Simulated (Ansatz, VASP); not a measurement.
# Cross-check of TlNiF3 between VASP and Ansatz, part 2 of 2

Wanted: the spread between two codes on one cell, functional and k mesh. The two relaxations start from unlike cells of this crystal (the structure described is Ansatz's start), so only their ends are compared.

VASP 6.6.1 and Ansatz 0.2.0.

So far: Set-up; Ansatz: relaxation of cell and atoms, BLYP.

### Step 3. VASP: relaxation of cell and atoms, BLYP

Level of this step: BLYP, spin-polarised from a ferromagnetic start; plane waves and PAW (Tl_d, Ni, F) (VASP).

Its own start cell and the same functional (in two slightly different forms), mesh and smearing now go to VASP, with its own data sets.

Lines of VASP's logs that name or quote its potential files are left out, and so is its time.

INCAR reads:

```
SYSTEM = TlNiF3
PREC = Accurate
ENCUT = 600
EDIFF = 1E-07
NELM = 200
ISMEAR = 0
SIGMA = 0.02
LREAL = .FALSE.
ALGO = Normal
GGA = B5
ALDAX = 1
AGGAX = 1
AGGAC = 1
ALDAC = 0
NBANDS = 32
ISPIN = 2
MAGMOM = -0 1.7 0.08 0.08 0.08
LASPH = .TRUE.
LMAXMIX = 4
LORBIT = 11
LWAVE = .FALSE.
LCHARG = .FALSE.
ISIF = 3
IBRION = 2
NSW = 80
EDIFFG = -0.005
GGA_COMPAT = .FALSE.
NELMIN = 4
KPAR = 2
```

POSCAR reads:

```
TlNiF3
1.0
    4.2088444010      0.0000000000      0.0000000000
    0.0000000000      4.2088444010      0.0000000000
    0.0000000000      0.0000000000      4.2088444010
Tl Ni F
1 1 3
Direct
    0.5000000000      0.5000000000      0.5000000000
    0.0000000000      0.0000000000      0.0000000000
    0.5000000000      0.0000000000      0.0000000000
    0.0000000000      0.5000000000      0.0000000000
    0.0000000000      0.0000000000      0.5000000000
```

KPOINTS reads:

```
Automatic mesh
0
Gamma
6 6 6
0 0 0
```

PAW data sets: Tl_d, Ni and F (PBE family, release 64).

Started as:

```sh
> mpirun -np 2 vasp_std
```

Numbers of over 12 decimals in the logs are rounded to 6 here.

Log:

```text
[banner, memory and clock lines left out]
running    2 mpi-ranks, on    1 nodes
 distrk:  each k-point on    1 cores,    2 groups
 distr:  one band on    1 cores,    1 groups

 POSCAR found type information on POSCAR TlNiF
 POSCAR found :  3 types and       5 ions
|                                                                             |
|               ----> ADVICE to this user running VASP <----                  |
|                                                                             |
|     You enforced a specific xc type in the INCAR file but a different       |
|     [... a line on the potential file left out ...]
|     I HOPE YOU KNOW WHAT YOU ARE DOING!                                     |
|                                                                             |

 LDA part: xc-table for (Slater(with rela. corr.)+VWN5), standard interpolation
 POSCAR, INCAR and KPOINTS ok, starting setup
 FFT: planning ... GRIDC
 FFT: planning ... GRID_SOFT
 FFT: planning ... GRID
 WAVECAR not read
 entering main loop
       N       E                     dE             d eps       ncg     rms          rms(c)
DAV:   1     0.418590535577E+03    0.41859E+03   -0.24044E+04  2560   0.161E+03
DAV:   2     0.127678893252E+02   -0.40582E+03   -0.37570E+03  2752   0.403E+02
DAV:   3    -0.241052460098E+02   -0.36873E+02   -0.36282E+02  2976   0.126E+02
DAV:   5    -0.247349592525E+02   -0.14959E-01   -0.14958E-01  3232   0.266E+00    0.153E+01
DAV:   6    -0.208945057321E+02    0.38405E+01   -0.24220E+01  3272   0.480E+01    0.154E+01
DAV:   7    -0.208025853715E+02    0.91920E-01   -0.24740E+00  3208   0.291E+01    0.714E+00
DAV:   8    -0.207929161117E+02    0.96693E-02   -0.44535E-01  3112   0.473E+00    0.439E+00
DAV:   9    -0.207670406232E+02    0.25875E-01   -0.30347E-02  3272   0.263E+00    0.621E-01
DAV:  10    -0.207699161575E+02   -0.28755E-02   -0.12822E-02  3264   0.916E-01    0.161E-01
DAV:  11    -0.207700446575E+02   -0.12850E-03   -0.10458E-03  3456   0.537E-01    0.877E-02
DAV:  12    -0.207701708988E+02   -0.12624E-03   -0.14555E-04  2784   0.901E-02    0.483E-02
DAV:  13    -0.207702162039E+02   -0.45305E-04   -0.36281E-05  3136   0.746E-02    0.107E-02
DAV:  14    -0.207702184741E+02   -0.22701E-05   -0.55543E-06  3104   0.189E-02    0.380E-03
DAV:  15    -0.207702186632E+02   -0.18911E-06   -0.58134E-07  2992   0.828E-03    0.140E-03
DAV:  16    -0.207702187114E+02   -0.48225E-07   -0.88760E-08  2272   0.246E-03
   1 F= -.20770219E+02 E0= -.20770219E+02  d E =-.207702E+02  mag=     2.0000
 curvature:   0.00 expect dE= 0.000E+00 dE for cont linesearch  0.000E+00
 trial: gam= 0.00000 g(F)=  0.000E+00 g(S)=  0.216E-04 ort = 0.000E+00 (trialstep = 0.100E+01)
 search vector abs. value=  0.216E-04
 bond charge predicted
       N       E                     dE             d eps       ncg     rms          rms(c)
DAV:   1    -0.207705344305E+02   -0.31577E-03   -0.51503E-03  2992   0.630E-01    0.131E-01
DAV:   2    -0.207702447169E+02    0.28971E-03   -0.88446E-04  2976   0.231E-01    0.385E-02
DAV:   3    -0.207702273399E+02    0.17377E-04   -0.46185E-05  2968   0.103E-01    0.252E-02
DAV:   4    -0.207702245849E+02    0.27550E-05   -0.84984E-06  3256   0.346E-02    0.123E-02
DAV:   5    -0.207702240395E+02    0.54546E-06   -0.95147E-07  3000   0.869E-03    0.579E-03
DAV:   6    -0.207702241596E+02   -0.12010E-06   -0.90363E-08  2008   0.749E-03    0.243E-03
DAV:   7    -0.207702242708E+02   -0.11122E-06   -0.81149E-08  1624   0.261E-03    0.970E-04
DAV:   8    -0.207702242717E+02   -0.87402E-09   -0.13619E-08  1552   0.107E-03
   2 F= -.20770224E+02 E0= -.20770224E+02  d E =-.556025E-05  mag=     2.0000
 trial-energy change:   -0.000006  1 .order   -0.000012   -0.000022   -0.000003
 step:   1.1320(harm=  1.1320)  dis= 0.00000  next Energy=   -20.770231 (dE=-0.122E-04)
 reached required accuracy - stopping structural energy minimisation
```

OUTCAR, selected parts (step 3):

```text
ion  position               nearest neighbor table
   1  0.500  0.500  0.500-   3 2.98   4 2.98   5 2.98   3 2.98   4 2.98   3 2.98   5 2.98   3 2.98
                             4 2.98   5 2.98   4 2.98   5 2.98
   2  0.000  0.000  0.000-   3 2.10   4 2.10   5 2.10   5 2.10   4 2.10   3 2.10
   3  0.500  0.000  0.000-   2 2.10   2 2.10   1 2.98   1 2.98   1 2.98   1 2.98
   4  0.000  0.500  0.000-   2 2.10   2 2.10   1 2.98   1 2.98   1 2.98   1 2.98
   5  0.000  0.000  0.500-   2 2.10   2 2.10   1 2.98   1 2.98   1 2.98   1 2.98

  LATTYP: Found a simple cubic cell.
 ALAT       =     4.2088444010

 Subroutine GETGRP returns: Found 48 space group operations
 (whereof 48 operations were pure point group operations)

The static configuration has the point symmetry O_h .

 Found     20 irreducible k-points:

   k-points           NKPTS =     20   k-points in BZ     NKDIM =     20   number of bands    NBANDS=     32

   dimension x,y,z NGX =    36 NGY =   36 NGZ =   36
   dimension x,y,z NGXF=    72 NGYF=   72 NGZF=   72

   ENCUT  =  600.0 eV  44.10 Ry    6.64 a.u.   8.41  8.41  8.41*2*pi/ulx,y,z

   NELECT =      44.0000    total number of electrons

 k-points in reciprocal lattice and weights: Automatic mesh
   0.00000000  0.00000000  0.00000000       0.005
   0.16666667  0.00000000  0.00000000       0.028
   0.33333333  0.00000000  0.00000000       0.028
   0.50000000  0.00000000  0.00000000       0.014
   0.16666667  0.16666667  0.00000000       0.056
   0.33333333  0.16666667  0.00000000       0.111
   0.50000000  0.16666667  0.00000000       0.056
   0.33333333  0.33333333  0.00000000       0.056
   0.50000000  0.33333333  0.00000000       0.056
[...]
0.50000000  0.50000000  0.33333333       0.028
   0.50000000  0.50000000  0.50000000       0.005

 average (electrostatic) potential at core
       1 -84.9352       2 -88.9668       3 -75.6543       4 -75.6543       5 -75.6543

 E-fermi :   2.5328

 spin component 1
 k-point     1 :       0.0000    0.0000    0.0000
  band No.  band energies     occupation
    ...
     19      -0.0362      1.00000
     20      -0.0358      1.00000
     21       0.6153      1.00000
     22       0.6154      1.00000
     23       0.6157      1.00000
     24       7.7372      0.00000
     25      10.4368      0.00000
     26      10.4368      0.00000
     27      10.4368      0.00000
     28      13.9317      0.00000
    ...

 k-point     2 :       0.1667    0.0000    0.0000
  band No.  band energies     occupation
    ...
     19       0.1146      1.00000
     20       0.6148      1.00000
     21       0.6972      1.00000
     22       0.8134      1.00000
     23       0.8138      1.00000
     24       7.6866      0.00000
     25       9.7903      0.00000
     26      10.3674      0.00000
     27      10.3674      0.00000
     28      14.1736      0.00000
    ...

 k-point     3 :       0.3333    0.0000    0.0000
  band No.  band energies     occupation
    ...
     19       0.6137      1.00000
     20       0.7975      1.00000
     21       1.0853      1.00000
     22       1.0856      1.00000
     23       1.4571      1.00000
     24       6.8675      0.00000
     25       9.9542      0.00000
     26      10.2238      0.00000
     27      10.2238      0.00000
     28      14.7499      0.00000
    ...

 k-point     4 :       0.5000    0.0000    0.0000
  band No.  band energies     occupation
    ...
     19       0.6131      1.00000
     20       1.0862      1.00000
     21       1.1945      1.00000
     22       1.1948      1.00000
     23       1.8275      1.00000
     24       6.2625      0.00000
     25      10.1497      0.00000
     26      10.1497      0.00000
     27      10.4763      0.00000
     28      14.1192      0.00000
    ...

 k-point     5 :       0.1667    0.1667    0.0000
  band No.  band energies     occupation
    ...
     19       0.6381      1.00000
     20       0.7980      1.00000
     21       0.8066      1.00000
     22       0.8253      1.00000
     23       1.0912      1.00000
     24       7.6814      0.00000
     25       9.3630      0.00000
     26      10.1716      0.00000
     27      10.2953      0.00000
     28      14.6868      0.00000
    ...

 k-point     6 :       0.3333    0.1667    0.0000
  band No.  band energies     occupation
    ...
     19       0.8214      1.00000
     20       0.9429      1.00000
     21       1.0898      1.00000
     22       1.2449      1.00000
     23       1.6231      1.00000
     24       7.0563      0.00000
     25       9.1391      0.00000
     26      10.1467      0.00000
     27      10.3522      0.00000
     28      14.5363      0.00000
    ...

  Total       -0.0031827     -0.0031827     -0.0031827      0.0000000     -0.0000000     -0.0000000
  in kB       -0.0684481     -0.0684481     -0.0684481      0.0000000     -0.0000000     -0.0000000
  external PRESSURE =      -0.0684481 kB  Pullay stress =       0.0000000 kB

  energy-cutoff  :      600.00
  volume of cell :       74.50
      direct lattice vectors                 reciprocal lattice vectors
     4.207735740 -0.000000000  0.000000000     0.237657510 -0.000000000  0.000000000
     0.000000000  4.207735740  0.000000000     0.000000000  0.237657510 -0.000000000
    -0.000000000  0.000000000  4.207735740    -0.000000000 -0.000000000  0.237657510

 POSITION                                       TOTAL-FORCE (eV/Angst)
 -----------------------------------------------------------------------------------
      2.10387      2.10387      2.10387         0.000000      0.000000      0.000000
      0.00000      0.00000      0.00000        -0.000000     -0.000000      0.000000
      2.10387     -0.00000      0.00000        -0.000000     -0.000000      0.000000
      0.00000      2.10387      0.00000        -0.000000     -0.000000      0.000000
     -0.00000      0.00000      2.10387        -0.000000      0.000000      0.000000
 -----------------------------------------------------------------------------------
    total drift:                                0.000000      0.000000     -0.000000

  FREE ENERGIE OF THE ION-ELECTRON SYSTEM (eV)
  ---------------------------------------------------
  free  energy   TOTEN  =       -20.7702242717 eV

  energy  without entropy=      -20.7702242717  energy(sigma->0) =      -20.77022427

 reached required accuracy - stopping structural energy minimisation

 total charge
# of ion       s       p       d       tot
------------------------------------------
    1        1.345   0.081   9.680  11.106
    2        0.248   0.279   8.078   8.605
    3        1.722   4.329   0.000   6.051
    4        1.722   4.329   0.000   6.051
    5        1.722   4.329   0.000   6.051
--------------------------------------------------
tot          6.759  13.346  17.758  37.863

 magnetization (x)
# of ion       s       p       d       tot
------------------------------------------
    1        0.000  -0.001  -0.000  -0.001
    2        0.010   0.009   1.716   1.736
    3        0.005   0.074   0.000   0.079
    4        0.005   0.074   0.000   0.079
    5        0.005   0.074   0.000   0.079
--------------------------------------------------
tot          0.025   0.230   1.716   1.972

[... 6 further parts left out ...]
```

The cell holds one magnetic atom, so no antiferromagnetic order fits into it. The run keeps the 48 symmetry operations of its start, so it cannot find a distortion of lower symmetry.

### Step 4. Differences

Known differences besides the potentials themselves: VASP starts from the moments at which Ansatz ended; the data sets hold 52 valence electrons in Ansatz (on its default PAW (the set named soft_2) files) and 44 in VASP; the cutoff is 420 eV in Ansatz and 600 eV in VASP; Ansatz makes its cores anew for this functional, VASP keeps those of its PBE data sets; VASP's log shows a relativistic correction to its local exchange, Ansatz's none; Ansatz adds a Pulay correction to the stress that steers its cell, VASP none; site moments are counted in spheres of each program's own size. Total energies have different zeros and are not compared.

Both answers:

```tsv
quantity	Ansatz	VASP	difference
volume (Å³)	74.74	74.50	+0.33 %
edge a after relaxation, in the typed setting (Å)	4.212	4.208	+0.11 %
total moment (μB)	2.00	2.00	0.00
moment on Ni2 (μB)	1.70	1.74	-0.04
moment on F3 (μB)	0.08	0.08	0.00
moment on F4 (μB)	0.08	0.08	0.00
moment on F5 (μB)	0.08	0.08	0.00
```

### Step 5. Ansatz: relaxation of cell and atoms, LDA, DFT+U

The relaxed volume is the usual yardstick between codes: in a stiff, nearly cubic crystal its relative difference is about their pressure difference at one cell divided by the bulk modulus.

The two relaxations start from unlike cells of this crystal (the structure described is Ansatz's start), so only their ends are compared.

input.yaml reads:

```yaml
crystal:
  lattice:
    - [4.0873575233, 0.0, 0.0]
    - [0.0, 4.0873575233, 0.0]
    - [0.0, 0.0, 4.0873575233]
  atoms:
    - { symbol: Tl, position: [0.5, 0.5, 0.5] }
    - { symbol: Ni, position: [0.0, 0.0, 0.0], spin: 2.0 }
    - { symbol: F, position: [0.5, 0.0, 0.0] }
    - { symbol: F, position: [0.0, 0.5, 0.0] }
    - { symbol: F, position: [0.0, 0.0, 0.5] }
kpoints:
  mp_grid: { grid: [6, 6, 6] }
hamiltonian:
  xc: lda
  hubbard:
    sites: [{ species: Ni, l: d, u_eff: 3.1 }]
    projectors: ortho-atomic
scf:
  occupations: { method: gaussian, width: 0.02 }
output:
  forces: true
  stress: true
  eigenvalues: true
  populations: true
magnetization:
  spin_polarized: true
relax:
  adjacent_minimum: "off"
  f_tol: 0.005
  max_steps: 60
  cell: { stress_tol: 0.03 }
```

Started as:

```sh
> ansatz run input.yaml --threads 4 --pin off --max-ram 16384MiB --backend cpu --events-out ev --progress --plain --runs-dir out
```

Log:

```text
[...]
Crystal: 5 atoms, lattice volume = 68.285 Å³
Basis set: ecut = 420 eV, 1357 PW (Γ)
Bands: 33, of which v1, the nominal top of the filled ones, is band 26 counted from 1 (25 counted from 0)
Symmetry: 48 space group operations
[...]
k-points: 20 of 216
[...]
Starting moments: Σ|m| = 2 μB on 1 of 5 sites
[...]
- { symbol: F, position: [0.500000, 0, 0] }
    - { symbol: F, position: [0, 0.500000, 0] }
    - { symbol: F, position: [0, 0, 0.500000] }
--- Löwdin populations: 5 sites ---
  site symbol       q [e]    m [muB]
     0     Tl     12.6231    -0.0033
     1     Ni     16.6484     1.7274
     2      F      7.5304     0.0909
     3      F      7.5304     0.0909
     4      F      7.5304     0.0909
  spilling = 0.002639 (of n_electrons = 52.000000)
[key lines of the parts left out:]
SCF converged after 7 iterations
Magnetization: 2.0000 μB (27.0000 up, 25.0000 down)
Free energy (F): -19300.358031 eV
Fermi energy:    8.341223 eV
P = ⅓ Tr σ = -0.0197 GPa (-0.197 kbar)
```

### Step 6. VASP: relaxation of cell and atoms, LDA, DFT+U

Its own start cell and the same functional (in two slightly different forms), mesh and smearing now go to VASP, with its own data sets.

INCAR: that of step 3 with these lines changed.

```diff
@@ -9,10 +9,12 @@
 ALGO = Normal
-GGA = B5
-ALDAX = 1
-AGGAX = 1
-AGGAC = 1
-ALDAC = 0
+GGA = CA
 NBANDS = 32
 ISPIN = 2
-MAGMOM = -0 1.7 0.08 0.08 0.08
+MAGMOM = -0 1.71 0.07 0.07 0.07
+LDAU = .TRUE.
+LDAUTYPE = 2
+LDAUL = -1 2 -1
+LDAUU = 0 3.1 0
+LDAUJ = 0 0 0
+LDAUPRINT = 1
 LASPH = .TRUE.
```

POSCAR: that of step 3 with these lines changed.

```diff
@@ -2,5 +2,5 @@
 1.0
-    4.2088444010      0.0000000000      0.0000000000
-    0.0000000000      4.2088444010      0.0000000000
-    0.0000000000      0.0000000000      4.2088444010
+    3.9834016641      0.0000000000      0.0000000000
+    0.0000000000      3.9834016641      0.0000000000
+    0.0000000000      0.0000000000      3.9834016641
 Tl Ni F
```

KPOINTS is that of step 3.

Potentials, in the order of the species: Tl_d, Ni and F (LDA family, release 64).

Started as:

```sh
> mpirun -np 2 vasp_std
```

Log:

```text
[banner, memory and clock lines left out]
running    2 mpi-ranks, on    1 nodes
[...]
LDA part: xc-table for (Slater(with rela. corr.)+CA(PZ))
 , standard interpolation
 POSCAR, INCAR and KPOINTS ok, starting setup
[...]
entering main loop
       N       E                     dE             d eps       ncg     rms          rms(c)
DAV:   1     0.421669693691E+03    0.42167E+03   -0.24561E+04  2560   0.169E+03
DAV:   2     0.112202473731E+02   -0.41045E+03   -0.38289E+03  2728   0.418E+02
DAV:   3    -0.249802508156E+02   -0.36200E+02   -0.35675E+02  2976   0.129E+02
DAV:   4    -0.255612035206E+02   -0.58095E+00   -0.58060E+00  2816   0.165E+01
[...]
DAV:  14    -0.238854578126E+02   -0.12030E-05   -0.34041E-06  3120   0.226E-02    0.401E-03
DAV:  15    -0.238854579394E+02   -0.12675E-06   -0.49259E-07  2920   0.100E-02    0.184E-03
DAV:  16    -0.238854579431E+02   -0.36998E-08   -0.51729E-08  1560   0.521E-03
   1 F= -.23885458E+02 E0= -.23885458E+02  d E =-.238855E+02  mag=     2.0000
[...]
N       E                     dE             d eps       ncg     rms          rms(c)
DAV:   1    -0.238858143667E+02   -0.35643E-03   -0.57689E-03  2968   0.710E-01    0.137E-01
DAV:   2    -0.238854976348E+02    0.31673E-03   -0.90698E-04  2976   0.248E-01    0.434E-02
DAV:   3    -0.238854756614E+02    0.21973E-04   -0.55162E-05  2968   0.110E-01    0.280E-02
DAV:   4    -0.238854719320E+02    0.37294E-05   -0.91291E-06  2904   0.314E-02    0.140E-02
DAV:   5    -0.238854711755E+02    0.75649E-06   -0.62991E-07  3032   0.854E-03    0.641E-03
DAV:   6    -0.238854711173E+02    0.58193E-07   -0.84339E-08  1976   0.749E-03
   2 F= -.23885471E+02 E0= -.23885471E+02  d E =-.131742E-04  mag=     2.0000
 trial-energy change:   -0.000013  1 .order   -0.000010   -0.000025    0.000006
 step:   0.8831(harm=  0.8162)  dis= 0.00000  next Energy=   -23.885471 (dE=-0.135E-04)
 reached required accuracy - stopping structural energy minimisation
```

From OUTCAR (step 6):

```text
  Total       -0.0066627     -0.0066627     -0.0066627      0.0000000     -0.0000000      0.0000000
  in kB       -0.1687442     -0.1687442     -0.1687442      0.0000000     -0.0000000      0.0000000
  external PRESSURE =      -0.1687442 kB  Pullay stress =       0.0000000 kB

 POSITION                                       TOTAL-FORCE (eV/Angst)
 -----------------------------------------------------------------------------------
      1.99227      1.99227      1.99227        -0.000000      0.000000      0.000000
      0.00000      0.00000      0.00000         0.000000     -0.000000      0.000000
      1.99227      0.00000     -0.00000         0.000000     -0.000000      0.000000
     -0.00000      1.99227     -0.00000         0.000000     -0.000000      0.000000
      0.00000      0.00000      1.99227         0.000000      0.000000      0.000000
 -----------------------------------------------------------------------------------
    total drift:                                0.000000      0.000000     -0.000000

  FREE ENERGIE OF THE ION-ELECTRON SYSTEM (eV)
  ---------------------------------------------------
  free  energy   TOTEN  =       -23.8854711173 eV

  energy  without entropy=      -23.8854711173  energy(sigma->0) =      -23.88547112

 magnetization (x)
# of ion       s       p       d       tot
------------------------------------------
    1        0.000  -0.001  -0.000  -0.001
    2        0.012   0.013   1.762   1.787
    3        0.006   0.063   0.000   0.068
    4        0.006   0.063   0.000   0.068
    5        0.006   0.063   0.000   0.068
--------------------------------------------------
tot          0.028   0.200   1.761   1.990

[... 2 parts as in an earlier step ...]

[... 2 further parts left out ...]
[key lines of the parts left out:]
E-fermi :   3.7753
```

### Step 7. Differences

What differs besides the data sets and the points named for the pairs above, as far as they apply: U acts on the PAW sphere in VASP and on atomic orbitals in Ansatz, so only states and trends compare; the two LDA forms differ slightly; the data sets hold 52 valence electrons in Ansatz (on its default PAW (the set named soft_2) files) and 44 in VASP. Total energies have different zeros and are not compared.

Both answers:

```tsv
quantity	Ansatz	VASP	difference
volume (Å³)	64.30	63.26	+1.64 %
edge a after relaxation, in the typed setting (Å)	4.006	3.985	+0.54 %
total moment (μB)	2.00	2.00	0.00
moment on Ni2 (μB)	1.71	1.79	-0.08
moment on F3 (μB)	0.07	0.07	0.00
moment on F4 (μB)	0.07	0.07	0.00
moment on F5 (μB)	0.07	0.07	0.00
```

### Step 8. Results

```json
{
  "difference in volume (relaxation of cell and atoms, BLYP)": "0.33 %",
  "difference in volume (relaxation of cell and atoms, LDA, DFT+U)": "1.6 %"
}
```

The difference in volume is 1.6 % (relaxation of cell and atoms, LDA, DFT+U). The data sets hold unlike numbers of valence electrons (52 in Ansatz and 44 in VASP), so part of the differences comes from the potentials. What causes the difference of the relaxation of cell and atoms, LDA, DFT+U pair stays open here. 1 further run of this series is not shown here. How closely two codes agree says nothing of how well the functional describes the real material.

[Lines on the potential files, build, host, timing and source positions are cut from VASP's logs without a mark.]

[Logs are printed without paths, hosts, clocks, repeated set-up lines and the standing remarks that a program may print on its own settings, such as how far it seeks lower states.]

[Hosts, paths, dates, database ids (printed as entryN), source tags and the programs' standing remarks are cut or masked in the printed files.]
